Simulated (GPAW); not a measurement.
Crystal: MgS (Niningerite).

```xyz
2
Lattice="0.0000 2.6016 2.6016 2.6016 0.0000 2.6016 2.6016 2.6016 0.0000" Properties=species:S:1:pos:R:3 pbc="T T T"
S     2.6016    2.6016    2.6016
Mg    0.0000    0.0000    0.0000
```

Base run:

* Program: GPAW 26.7.0
* Functional: LDA
* Potentials or basis: the program's PAW data sets (release 1.2.1) made for this functional
* Cutoff: 800 eV
* Basis: pw
* k mesh: 7 × 7 × 7
* Occupations: fermi-dirac, width 0.05 eV
* Spin: no spin polarisation

Its results: band gap on the k mesh 2.78 eV, indirect (least direct gap 3.48 eV); pressure -3.3 GPa.

**Question.** The run is repeated on the same cell with these changes: functional from LDA to AM05; potentials or basis from the program's PAW data sets (release 1.2.1) made for this functional to PAW data sets generated in the run's folder for this functional; cutoff from 800 eV to 600 eV. What comes out?

**Answer.** Band gap on the k mesh 2.97 eV, indirect (least direct gap 3.66 eV); pressure -0.7 GPa.

Caveats: the mesh misses the band edges, which the band path finds closer together (some runs); the cutoff is short for stress and forces, so pressures can be off by a GPa or more (some runs); an odd mesh through Γ misses points on the zone boundary, where band edges often lie (some runs).
